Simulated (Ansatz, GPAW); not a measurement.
One calculation of Sn, 3 ways

```
Sn
1.0
    -2.94014    2.94014    1.59930
     2.94014   -2.94014    1.59930
     2.94014    2.94014   -1.59930
Sn
2
Direct
  0.00000 0.00000 0.00000
  0.75000 0.25000 0.50000
```

Alike in all runs: task single point; functional PBE; k mesh 9 × 9 × 9; occupations gaussian, width 0.023 eV; no spin polarisation; no spin-orbit coupling. Pressure is positive in compression and, in plane waves, holds the error of the finite cutoff, which Ansatz's Pulay term estimates and takes out.

| program and potentials | plane-wave cutoff (eV) | notes | pressure (GPa) |
| --- | --- | --- | --- |
| Ansatz, Ansatz PAW | 420 | Pulay term of +0.03 GPa included | 1.42 |
| GPAW, GPAW PAW data sets (gpaw-data 1.2.1) | 600 | - | 1.14 |
| Ansatz, all-electron LAPW, scalar-relativistic | - | - | 1.43 |

The pressure spans 1.14 (GPAW, GPAW PAW data sets (gpaw-data 1.2.1)) to 1.43 GPa (Ansatz, all-electron LAPW, scalar-relativistic), with all-electron results at 1.43.

Differences between rows come from potentials, basis sets and numerical settings, since the functional is the same but for its coding. Runs on potential files found faulty are left out.
